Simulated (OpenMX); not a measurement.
Here is an OpenMX 3.8.5 calculation.

File Sb.dat:

```
System.CurrrentDirectory             ./
System.Name                          Sb
DATA.PATH                            ./DFT_DATA13
level.of.stdout                      1
level.of.fileout                     0
Species.Number                       1
<Definition.of.Atomic.Species
  Sb  Sb7.0-s3p2d2           Sb_PBE13
Definition.of.Atomic.Species>

Atoms.Number                         2
Atoms.SpeciesAndCoordinates.Unit     FRAC
<Atoms.SpeciesAndCoordinates
    1  Sb    0.7665100000    0.7665100000    0.7665100000   7.500  7.500     0.00    0.00    0.00    0.00  0  off
    2  Sb    0.2334900000    0.2334900000    0.2334900000   7.500  7.500     0.00    0.00    0.00    0.00  0  off
Atoms.SpeciesAndCoordinates>

Atoms.UnitVectors.Unit               Ang
<Atoms.UnitVectors
     2.1542000000    1.2437279499    3.7580000000
    -2.1542000000    1.2437279499    3.7580000000
     0.0000000000   -2.4874558998    3.7580000000
Atoms.UnitVectors>

scf.XcType                           GGA-PBE
scf.SpinPolarization                 nc
scf.ElectronicTemperature            580.226
scf.energycutoff                     500.0
scf.maxIter                          100
scf.EigenvalueSolver                 band
scf.Kgrid                            5 5 5
scf.Mixing.Type                      rmm-diisk
scf.Init.Mixing.Weight               0.05
scf.Min.Mixing.Weight                0.001
scf.Max.Mixing.Weight                0.3
scf.Mixing.History                   25
scf.Mixing.StartPulay                8
scf.criterion                        1.0e-7
MD.Type                              nomd
Band.dispersion                      on
Band.Nkpath                          9
<Band.kpath
    9   0.000000  0.000000  0.000000    0.500000  0.000000  0.000000  G L
    7   0.500000  0.000000  0.000000    0.500000  0.239687 -0.239687  L B1
    7   0.760313  0.500000  0.239687    0.500000  0.500000  0.500000  B Z
    8   0.500000  0.500000  0.500000    0.000000  0.000000  0.000000  Z G
   10   0.000000  0.000000  0.000000    0.369844  0.000000 -0.369844  G X
    4   0.630156  0.369844  0.000000    0.500000  0.500000  0.000000  Q F
    4   0.500000  0.500000  0.000000    0.630156  0.630156  0.239687  F P1
    6   0.630156  0.630156  0.239687    0.500000  0.500000  0.500000  P1 Z
    6   0.500000  0.000000  0.000000    0.760313  0.369844  0.369844  L P
Band.kpath>
```

Potentials or basis: OpenMX 2013 PBE set, Sb7.0-s3p2d2, grid cutoff 500 Ry.

Launch:

```bash
$ openmx Sb.dat -nt 1 > Sb.std
```

Problem. What does it give for the net moment?

Solution. 0.00 μB per cell.

Problem. What does it give for the largest force?

Solution. 0.314 eV/Å.

Forces on the atoms (eV/Å):
```
Sb   0.000  0.000 -0.314
Sb   0.000  0.000  0.314
```

Caveat: spin-orbit coupling is left out, which moves the levels of the heavy elements; the basis of atomic orbitals isn't converged, which shifts pressures, moduli and gaps.
